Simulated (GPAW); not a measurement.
Input of a GPAW 26.7.0 run:

File run.py:

```python
from ase.dft.bandgap import bandgap
from ase.io import read, write
from ase.units import GPa
from gpaw import GPAW, PW

atoms = read('POSCAR')

calc = GPAW(mode=PW(800),
            xc='PBE',
            kpts={'size': (8, 8, 8), 'gamma': True},
            occupations={'name': 'methfessel-paxton', 'order': 0, 'width': 0.027000000000000003},
            nbands=12,
            convergence={'density': 1e-05, 'energy': 1e-05},
            maxiter=150,
            txt='gpaw.txt')
atoms.calc = calc
energy = atoms.get_potential_energy()
forces = atoms.get_forces()
stress = atoms.get_stress()
calc.write('gs.gpw')
write('result.traj', atoms)
print(f'Energy: {energy:.6f} eV')
print('Forces (eV/A):')
print(forces.round(4))
print('Stress (GPa):', (stress / GPa).round(3))
print('Fermi level:', round(calc.get_fermi_level(), 4), 'eV')
print(f'Gap: {bandgap(calc)[0]:.4f} eV, direct: {bandgap(calc, direct=True)[0]:.4f} eV')
```

POSCAR

```
Li2S
1.0
    0.0000000000      2.8445000000      2.8445000000
    2.8445000000      0.0000000000      2.8445000000
    2.8445000000      2.8445000000      0.0000000000
S Li
1 2
Direct
    0.0000000000      0.0000000000      0.0000000000
    0.7500000000      0.7500000000      0.7500000000
    0.2500000000      0.2500000000      0.2500000000
```

Potentials or basis: GPAW PAW data sets (gpaw-data 1.2.1), pw.

Launch:

```console
$ OMP_NUM_THREADS=1 python run.py
```

(1) Predict the pressure.

(2) Estimate the band gap on the k mesh.

Results:

(1) 0.9 GPa.

(2) 3.38 eV, indirect (least direct gap 4.28 eV).
